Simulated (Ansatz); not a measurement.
Input for Ansatz (plane-wave DFT, PAW):

```yaml
crystal:
  lattice:
    - [2.7480528853, 0.0, 0.0]
    - [-1.3740264427, 2.3798836096, 0.0]
    - [0.0, 0.0, 20.0402996367]
  atoms:
    - { symbol: Ir, position: [0.0, 0.0, 0.0] }
    - { symbol: Ir, position: [0.3333333333, 0.6666666667, 0.1111111111] }
    - { symbol: Ir, position: [0.0, 0.0, 0.2222222222] }
    - { symbol: Ir, position: [0.3333333333, 0.6666666667, 0.3333333333] }
    - { symbol: Ir, position: [0.6666666667, 0.3333333333, 0.4444444444] }
    - { symbol: Ir, position: [0.3333333333, 0.6666666667, 0.5555555556] }
    - { symbol: Ir, position: [0.6666666667, 0.3333333333, 0.6666666667] }
    - { symbol: Ir, position: [0.0, 0.0, 0.7777777778] }
    - { symbol: Ir, position: [0.6666666667, 0.3333333333, 0.8888888889] }
basis:
  ecutwfc: 420
kpoints:
  mp_grid: { grid: [18, 18, 3] }
hamiltonian:
  xc: pbe
scf:
  occupations: { method: gaussian, width: 0.1 }
output:
  forces: true
  stress: true
  eigenvalues: true
  populations: true
relax:
  adjacent_minimum: "off"
  f_tol: 0.01
  max_steps: 45
  cell: { stress_tol: 0.05 }
```

Run as
```bash
ansatz run input.yaml --threads 1 --pin off --max-ram 2560MiB --backend cpu --events-out ev --progress --plain --runs-dir out
```

All numbers below come from DFT PBE, scalar-relativistic, plane waves, PAW in Ansatz.

From the run's log, abridged (iterations and final results):

```
SCF iter   1: F=—  HF=-107417.342015 eV  |F-HF|=—  |Δ(HF+E_count)|=         —  Δρ=7.83e-3  dr2=6.50e-2  ethr=1.77e-3  ⟨swp⟩=5.3  Hψ=29861  notcnv=0  defer=97
SCF iter   2: F=—  HF=-107417.353435 eV  |F-HF|=—  |Δ(HF+E_count)|=   1.14e-2  Δρ=4.38e-3  dr2=2.04e-2  ethr=4.25e-5  ⟨swp⟩=1.9  Hψ=11985  notcnv=0  defer=99
SCF iter   3: F=—  HF=-107417.358113 eV  |F-HF|=—  |Δ(HF+E_count)|=   4.68e-3  Δρ=4.83e-4  dr2=4.32e-4  ethr=1.33e-5  ⟨swp⟩=2.1  Hψ=12418  notcnv=0  defer=99
SCF iter   4: F=—  HF=-107417.358160 eV  |F-HF|=—  |Δ(HF+E_count)|=   4.69e-5  Δρ=9.96e-5  dr2=6.03e-5  ethr=2.82e-7  ⟨swp⟩=2.2  Hψ=12546  notcnv=0  defer=99
SCF iter   5: F=—  HF=-107417.357960 eV  |F-HF|=—  |Δ(HF+E_count)|=   2.00e-4  Δρ=3.63e-5  dr2=4.75e-6  ethr=3.94e-8  ⟨swp⟩=1.1  Hψ=8792  notcnv=0  defer=99
SCF iter   6: F=-107417.357960 eV  HF=-107417.357960 eV  |F-HF|=2.43e-8  |Δ(HF+E_count)|=   3.04e-7  Δρ=7.08e-6  dr2=6.62e-8  ethr=6.54e-11  ⟨swp⟩=7.3  Hψ=36952  notcnv=0
SCF 1 converged in 6 iterations: F = -107417.357960 eV  dr2 = 6.62e-8
relax step   1: F+E_penalty+E_count = -107417.35795966 eV  Δ(F+E_penalty+E_count) = +0.000e0 eV  max|allowed force component| = 3.602e-1 eV/Å  Δτ_max = 0.0000 Å  P = -0.544 GPa  Ω = 131.064 Å³  (6 SCF iters, dr2 threshold 1.00e-7 eV, accepted)
Crystal: 9 atoms, lattice volume = 130.345 Å³
Basis set: ecut = 420 eV, 2569 PW (Γ), exchange–correlation on 40×40×270 points (8 copies of the dense FFT grid, shifted against one another)
Initial density: handed on by an earlier stage of this run
Initial wavefunctions: those handed on with the density
SCF iter   1: F=—  HF=-107417.368727 eV  |F-HF|=—  |Δ(HF+E_count)|=         —  Δρ=5.52e-3  dr2=3.46e-2  ethr=2.27e-5  ⟨swp⟩=1.5  Hψ=36796  notcnv=0
SCF iter   2: F=—  HF=-107417.365101 eV  |F-HF|=—  |Δ(HF+E_count)|=   3.63e-3  Δρ=2.85e-3  dr2=9.54e-3  ethr=2.26e-5  ⟨swp⟩=1.0  Hψ=9292  notcnv=0
SCF iter   3: F=—  HF=-107417.363367 eV  |F-HF|=—  |Δ(HF+E_count)|=   1.73e-3  Δρ=3.61e-4  dr2=3.18e-4  ethr=6.24e-6  ⟨swp⟩=2.2  Hψ=12398  notcnv=0
SCF iter   4: F=—  HF=-107417.363209 eV  |F-HF|=—  |Δ(HF+E_count)|=   1.59e-4  Δρ=7.95e-5  dr2=6.52e-6  ethr=2.08e-7  ⟨swp⟩=2.0  Hψ=13320  notcnv=0
SCF iter   5: F=-107417.363208 eV  HF=-107417.363208 eV  |F-HF|=2.06e-7  |Δ(HF+E_count)|=   4.76e-7  Δρ=1.48e-5  dr2=4.17e-7  ethr=4.26e-9  ⟨swp⟩=2.1  Hψ=13290  notcnv=0
SCF iter   6: F=-107417.363208 eV  HF=-107417.363208 eV  |F-HF|=3.30e-8  |Δ(HF+E_count)|=   2.76e-8  Δρ=3.71e-6  dr2=4.56e-8  ethr=2.73e-10  ⟨swp⟩=2.2  Hψ=29956  notcnv=0
SCF 2 converged in 6 iterations: F = -107417.363208 eV  dr2 = 4.56e-8
relax step   2: F+E_penalty+E_count = -107417.36320833 eV  Δ(F+E_penalty+E_count) = -5.249e-3 eV  max|allowed force component| = 2.958e-1 eV/Å  Δτ_max = 0.0312 Å  P = +1.569 GPa  Ω = 130.345 Å³  energy of the carried Pulay correction = +3.614e-4 eV  (6 SCF iters, dr2 threshold 9.00e-7 eV, accepted)
Crystal: 9 atoms, lattice volume = 131.013 Å³
Basis set: ecut = 420 eV, 2605 PW (Γ), exchange–correlation on 40×40×270 points (8 copies of the dense FFT grid, shifted against one another)
SCF iter   1: F=—  HF=-107417.383220 eV  |F-HF|=—  |Δ(HF+E_count)|=         —  Δρ=2.39e-3  dr2=6.53e-3  ethr=4.27e-6  ⟨swp⟩=1.8  Hψ=37597  notcnv=0
SCF iter   2: F=—  HF=-107417.382556 eV  |F-HF|=—  |Δ(HF+E_count)|=   6.64e-4  Δρ=1.24e-3  dr2=1.80e-3  ethr=4.27e-6  ⟨swp⟩=1.0  Hψ=9292  notcnv=0
SCF iter   3: F=—  HF=-107417.382230 eV  |F-HF|=—  |Δ(HF+E_count)|=   3.26e-4  Δρ=1.57e-4  dr2=5.94e-5  ethr=1.18e-6  ⟨swp⟩=2.1  Hψ=12328  notcnv=0
SCF iter   4: F=—  HF=-107417.382126 eV  |F-HF|=—  |Δ(HF+E_count)|=   1.04e-4  Δρ=3.44e-5  dr2=1.27e-6  ethr=3.89e-8  ⟨swp⟩=2.0  Hψ=13298  notcnv=0
SCF iter   5: F=-107417.382126 eV  HF=-107417.382126 eV  |F-HF|=3.88e-8  |Δ(HF+E_count)|=   9.90e-8  Δρ=6.04e-6  dr2=7.40e-8  ethr=8.27e-10  ⟨swp⟩=2.1  Hψ=13301  notcnv=0
SCF iter   6: F=-107417.382126 eV  HF=-107417.382126 eV  |F-HF|=5.41e-9  |Δ(HF+E_count)|=   5.78e-9  Δρ=1.43e-6  dr2=6.97e-9  ethr=4.84e-11  ⟨swp⟩=1.5  Hψ=23174  notcnv=0
SCF 3 converged in 6 iterations: F = -107417.382126 eV  dr2 = 6.97e-9
relax step   3: F+E_penalty+E_count = -107417.38212601 eV  Δ(F+E_penalty+E_count) = -1.892e-2 eV  max|allowed force component| = 1.054e-2 eV/Å  Δτ_max = 0.0138 Å  P = -0.412 GPa  Ω = 131.013 Å³  energy of the carried Pulay correction = +2.601e-5 eV  (6 SCF iters, dr2 threshold 9.00e-7 eV, accepted)
Crystal: 9 atoms, lattice volume = 130.795 Å³
SCF iter   1: F=—  HF=-107417.382495 eV  |F-HF|=—  |Δ(HF+E_count)|=         —  Δρ=1.67e-4  dr2=2.83e-5  ethr=1.80e-8  ⟨swp⟩=2.0  Hψ=35113  notcnv=0
SCF iter   2: F=—  HF=-107417.382420 eV  |F-HF|=—  |Δ(HF+E_count)|=   7.52e-5  Δρ=8.74e-5  dr2=7.82e-6  ethr=1.80e-8  ⟨swp⟩=1.0  Hψ=9292  notcnv=0
SCF iter   3: F=-107417.382419 eV  HF=-107417.382419 eV  |F-HF|=1.61e-7  |Δ(HF+E_count)|=   1.32e-6  Δρ=1.11e-5  dr2=2.52e-7  ethr=5.11e-9  ⟨swp⟩=2.1  Hψ=12164  notcnv=0
SCF iter   4: F=-107417.382419 eV  HF=-107417.382419 eV  |F-HF|=5.14e-9  |Δ(HF+E_count)|=   7.23e-8  Δρ=2.45e-6  dr2=8.84e-9  ethr=1.65e-10  ⟨swp⟩=2.0  Hψ=13069  notcnv=0
SCF iter   5: F=-107417.382419 eV  HF=-107417.382419 eV  |F-HF|=2.18e-10  |Δ(HF+E_count)|=   1.41e-9  Δρ=4.48e-7  dr2=4.01e-10  ethr=5.78e-12  ⟨swp⟩=2.0  Hψ=12632  notcnv=0
SCF iter   6: F=-107417.382419 eV  HF=-107417.382419 eV  |F-HF|=0.00e0  |Δ(HF+E_count)|=  2.91e-11  Δρ=9.29e-8  dr2=2.60e-11  ethr=1.00e-12  ⟨swp⟩=1.0  Hψ=18988  notcnv=0
SCF 4 converged in 6 iterations: F = -107417.382419 eV  dr2 = 2.60e-11
relax step   4: F+E_penalty+E_count = -107417.38241879 eV  Δ(F+E_penalty+E_count) = -2.928e-4 eV  max|allowed force component| = 7.219e-3 eV/Å  Δτ_max = 0.0009 Å  P = +0.152 GPa  Ω = 130.795 Å³  energy of the carried Pulay correction = +1.350e-4 eV  (6 SCF iters, dr2 threshold 4.33e-7 eV, accepted)
Crystal: 9 atoms, lattice volume = 130.854 Å³
SCF iter   1: F=—  HF=-107417.382499 eV  |F-HF|=—  |Δ(HF+E_count)|=         —  Δρ=6.69e-5  dr2=4.92e-6  ethr=3.24e-9  ⟨swp⟩=2.0  Hψ=35112  notcnv=0
SCF iter   2: F=—  HF=-107417.382428 eV  |F-HF|=—  |Δ(HF+E_count)|=   7.15e-5  Δρ=3.46e-5  dr2=1.33e-6  ethr=3.21e-9  ⟨swp⟩=1.0  Hψ=9292  notcnv=0
SCF iter   3: F=-107417.382428 eV  HF=-107417.382428 eV  |F-HF|=3.03e-8  |Δ(HF+E_count)|=   2.28e-7  Δρ=4.58e-6  dr2=4.57e-8  ethr=8.67e-10  ⟨swp⟩=2.2  Hψ=11940  notcnv=0
SCF iter   4: F=-107417.382428 eV  HF=-107417.382428 eV  |F-HF|=1.18e-9  |Δ(HF+E_count)|=   1.55e-8  Δρ=1.16e-6  dr2=1.93e-9  ethr=2.99e-11  ⟨swp⟩=2.0  Hψ=12967  notcnv=0
SCF iter   5: F=-107417.382428 eV  HF=-107417.382428 eV  |F-HF|=5.82e-11  |Δ(HF+E_count)|=  3.35e-10  Δρ=2.15e-7  dr2=7.62e-11  ethr=1.26e-12  ⟨swp⟩=2.0  Hψ=12665  notcnv=0
SCF iter   6: F=-107417.382428 eV  HF=-107417.382428 eV  |F-HF|=1.46e-11  |Δ(HF+E_count)|=  1.46e-11  Δρ=4.57e-8  dr2=5.18e-12  ethr=1.00e-12  ⟨swp⟩=1.0  Hψ=18988  notcnv=0
SCF 5 converged in 6 iterations: F = -107417.382428 eV  dr2 = 5.18e-12
relax step   5: F+E_penalty+E_count = -107417.38242771 eV  Δ(F+E_penalty+E_count) = -8.922e-6 eV  max|allowed force component| = 8.265e-5 eV/Å  Δτ_max = 0.0004 Å  P =  0.000 GPa  Ω = 130.854 Å³  energy of the carried Pulay correction = +1.055e-4 eV  (6 SCF iters, dr2 threshold 9.04e-8 eV, accepted)
Initial wavefunctions: pseudopotential atomic-orbital guess (no wavefunctions were taken with the density)
SCF iter   1: F=—  HF=-107417.382366 eV  |F-HF|=—  |Δ(HF+E_count)|=         —  Δρ=6.56e-5  dr2=1.71e-7  ethr=3.90e-8  ⟨swp⟩=3.5  Hψ=51712  notcnv=0
SCF iter   2: F=—  HF=-107417.382298 eV  |F-HF|=—  |Δ(HF+E_count)|=   6.78e-5  Δρ=3.33e-5  dr2=4.12e-8  ethr=1.12e-10  ⟨swp⟩=2.5  Hψ=16676  notcnv=0
SCF iter   3: F=—  HF=-107417.382301 eV  |F-HF|=—  |Δ(HF+E_count)|=   2.51e-6  Δρ=1.20e-6  dr2=2.81e-10  ethr=2.69e-11  ⟨swp⟩=1.0  Hψ=9292  notcnv=0
SCF iter   4: F=-107417.382301 eV  HF=-107417.382301 eV  |F-HF|=2.91e-11  |Δ(HF+E_count)|=   2.18e-9  Δρ=1.29e-7  dr2=9.41e-12  ethr=1.00e-12  ⟨swp⟩=1.0  Hψ=9292  notcnv=0
SCF iter   5: F=-107417.382301 eV  HF=-107417.382301 eV  |F-HF|=2.91e-11  |Δ(HF+E_count)|=  7.28e-11  Δρ=1.69e-8  dr2=4.29e-13  ethr=1.00e-12  ⟨swp⟩=1.0  Hψ=9292  notcnv=0
SCF iter   6: F=-107417.382301 eV  HF=-107417.382301 eV  |F-HF|=4.37e-11  |Δ(HF+E_count)|=  7.28e-11  Δρ=4.51e-9  dr2=5.29e-14  ethr=1.00e-12  ⟨swp⟩=1.0  Hψ=9292  notcnv=0
SCF iter   7: F=-107417.382301 eV  HF=-107417.382301 eV  |F-HF|=2.91e-11  |Δ(HF+E_count)|=  2.91e-11  Δρ=1.11e-9  dr2=4.47e-15  ethr=1.00e-12  ⟨swp⟩=1.0  Hψ=9292  notcnv=0
SCF iter   8: F=-107417.382301 eV  HF=-107417.382301 eV  |F-HF|=2.91e-11  |Δ(HF+E_count)|=    0.00e0  Δρ=2.61e-10  dr2=1.10e-16  ethr=1.00e-12  ⟨swp⟩=1.0  Hψ=18988  notcnv=0
SCF 6 converged in 8 iterations: F = -107417.382301 eV  dr2 = 1.10e-16
SCF converged after 8 iterations
Free energy (F): -107417.382301 eV
Harris-Foulkes:  -107417.382301 eV  (|F-HF|=2.91e-11)
Internal energy: -107417.335706 eV  (E = F + TS)
E sigma→0 (E₀):  -107417.359003 eV
Entropy (-TS):   -0.046595 eV (-5.177 meV/atom)
Fermi energy:    24.998501 eV
--- Per-component energies (eV) ---
  E_band       = -855.400484
  E_kinetic    = 5601.629354
  E_local      = -9863.250046  (includes V_loc(G=0)·N_el)
  E_nonlocal   = 652.729273
  E_hartree    = 3769.047025
  E_xc         = -2410.135283
  E_vxc        = -2698.761794  (∫ρ·V_xc dr)
  E_paw        = -83009.940525  (= ΣΔE_a)
  E_vpaw       = -2085.841813  (= ΣTr[D̂ρ^β])
  E_aug_tail   = 0.000492  (compensation charges beyond the density's cutoff)
  E_ewald      = -22157.415995
  E_smearing   = -0.046595  (= −TS)
--- Forces (eV/Å), atoms counted from 1 ---
  atom   1  Ir     0.00000000     0.00000000     0.00000000
  atom   2  Ir     0.00000000     0.00000000     0.00008223
  atom   3  Ir     0.00000000     0.00000000    -0.00008223
  atom   4  Ir     0.00000000     0.00000000     0.00000000
  atom   5  Ir     0.00000000     0.00000000     0.00008223
  atom   6  Ir     0.00000000     0.00000000    -0.00008223
  atom   7  Ir     0.00000000     0.00000000     0.00000000
  atom   8  Ir     0.00000000     0.00000000     0.00008223
  atom   9  Ir     0.00000000     0.00000000    -0.00008223
--- Stress (GPa, compression-positive) ---
        0.002906       0.000000       0.000000
        0.000000       0.002906       0.000000
        0.000000       0.000000      -0.002138
  P = ⅓ Tr σ = 0.0012 GPa (0.012 kbar)
--- Band table (eV; the first three rows and the last of 101) ---
  k-point 0: bands = ["-67.8665", "-67.8655", "-67.8655", "-67.7880", "-67.7880", "-67.7831", "-67.7642", "-67.7604", "-67.7604", "-25.0501", "-25.0501", "-24.9476", "-24.8280", "-24.6407", "-24.6407", "-24.4562", "-24.4562", "-24.4562", "-24.4562", "-24.4493", "-24.4493", "-24.4245", "-24.4245", "-24.3976", "-24.3976", "-24.3809", "-24.3809", "-24.3809", "-24.3809", "-24.3476", "-24.3476", "-24.3476", "-24.3476", "-24.3395", "-24.3379", "-24.3379", "14.1142", "14.6372", "14.6372", "15.9443", "15.9443", "16.9613", "16.9815", "17.1277", "17.1277", "20.6892", "20.6892", "20.9828", "20.9828", "21.1441", "21.1441", "21.2058", "21.2061", "21.2061", "21.2061", "21.2061", "21.3207", "21.3207", "21. ...
  k-point 1: bands = ["-67.8664", "-67.8660", "-67.8651", "-67.7892", "-67.7859", "-67.7839", "-67.7635", "-67.7619", "-67.7595", "-25.0674", "-25.0174", "-24.9749", "-24.7907", "-24.7193", "-24.5655", "-24.4825", "-24.4579", "-24.4579", "-24.4534", "-24.4534", "-24.4506", "-24.4506", "-24.3952", "-24.3952", "-24.3889", "-24.3889", "-24.3784", "-24.3743", "-24.3743", "-24.3525", "-24.3525", "-24.3494", "-24.3425", "-24.3425", "-24.3391", "-24.3391", "14.1741", "14.3513", "15.0140", "15.4719", "16.3901", "16.7442", "17.0840", "17.1228", "17.1243", "20.7147", "20.7866", "20.8627", "21.0719", "21.0998", "21.1621", "21.1621", "21.1729", "21.1729", "21.1836", "21.2069", "21.2069", "21.3176", "21. ...
  k-point 2: bands = ["-67.8652", "-67.8642", "-67.8642", "-67.7867", "-67.7867", "-67.7819", "-67.7632", "-67.7595", "-67.7595", "-25.0439", "-25.0438", "-24.9445", "-24.8260", "-24.6444", "-24.6441", "-24.4746", "-24.4714", "-24.4637", "-24.4620", "-24.4604", "-24.4541", "-24.4328", "-24.4320", "-24.4124", "-24.4020", "-24.3951", "-24.3900", "-24.3875", "-24.3824", "-24.3596", "-24.3566", "-24.3552", "-24.3527", "-24.3491", "-24.3422", "-24.3410", "14.2338", "14.7524", "14.7528", "16.0558", "16.0563", "17.0796", "17.0991", "17.2376", "17.2386", "20.5774", "20.5879", "20.9120", "20.9143", "21.0169", "21.0662", "21.1801", "21.1822", "21.2278", "21.2736", "21.2806", "21.2877", "21.2952", "21. ...
  k-point 100: bands = ["-67.8169", "-67.8169", "-67.8169", "-67.7333", "-67.7333", "-67.7333", "-67.7333", "-67.7333", "-67.7333", "-24.9155", "-24.9155", "-24.9155", "-24.8883", "-24.8883", "-24.8883", "-24.8714", "-24.8714", "-24.8714", "-24.7903", "-24.7903", "-24.7903", "-24.7670", "-24.7670", "-24.7670", "-24.6948", "-24.6948", "-24.6948", "-24.6105", "-24.6105", "-24.6105", "-24.5084", "-24.5084", "-24.5084", "-24.4915", "-24.4915", "-24.4915", "18.7175", "18.7175", "18.7175", "18.9891", "18.9891", "18.9891", "19.1952", "19.1952", "19.1952", "19.4029", "19.4029", "19.4029", "19.7210", "19.7210", "19.7210", "20.1179", "20.1179", "20.1179", "20.9786", "20.9786", "20.9786", "20.9971", "2 ...
--- Relaxed structure (5 steps of the walk, 5 accepted, 1 SCFs on fresh bases) ---
  F+E_penalty+E_count = -107417.38230082 eV   max|allowed force component| = 8.223e-5 eV/Å   (the final SCF, on the basis selected at the relaxed cell)
  cell:  # Å, volume = 130.8541 Å³
    - [2.73938047, 0.0, 0.0]
    - [-1.36969023, 2.37237307, 0.0]
    - [0.0, 0.0, 20.13501431]
  atoms:
    - { symbol: Ir, position: [0.0, 0.0, 0.0] }
    - { symbol: Ir, position: [0.33333333, 0.66666666, 0.11026812] }
    - { symbol: Ir, position: [0.0, 0.0, 0.22306520] }
    - { symbol: Ir, position: [0.33333333, 0.66666666, 0.33333333] }
    - { symbol: Ir, position: [0.66666666, 0.33333333, 0.44360146] }
    - { symbol: Ir, position: [0.33333333, 0.66666666, 0.55639853] }
    - { symbol: Ir, position: [0.66666666, 0.33333333, 0.66666666] }
    - { symbol: Ir, position: [0.0, 0.0, 0.77693479] }
    - { symbol: Ir, position: [0.66666666, 0.33333333, 0.88973187] }
--- Löwdin populations: 9 sites ---
  site symbol q [e]
     0     Ir     16.7802
     1     Ir     16.8061
     2     Ir     16.8061
     3     Ir     16.7802
     4     Ir     16.8061
     5     Ir     16.8061
     6     Ir     16.7802
     7     Ir     16.8061
     8     Ir     16.8061
  spilling = 0.011915 (of n_electrons = 153.000000)
```

The relaxation met its thresholds.

Time: 4.6 min on 1 thread of Intel(R) Xeon(R) Platinum 8488C (Sapphire Rapids) (shared host), peak memory 1 GiB.

Spin–orbit coupling is left out, which can shift energies with elements as heavy as these.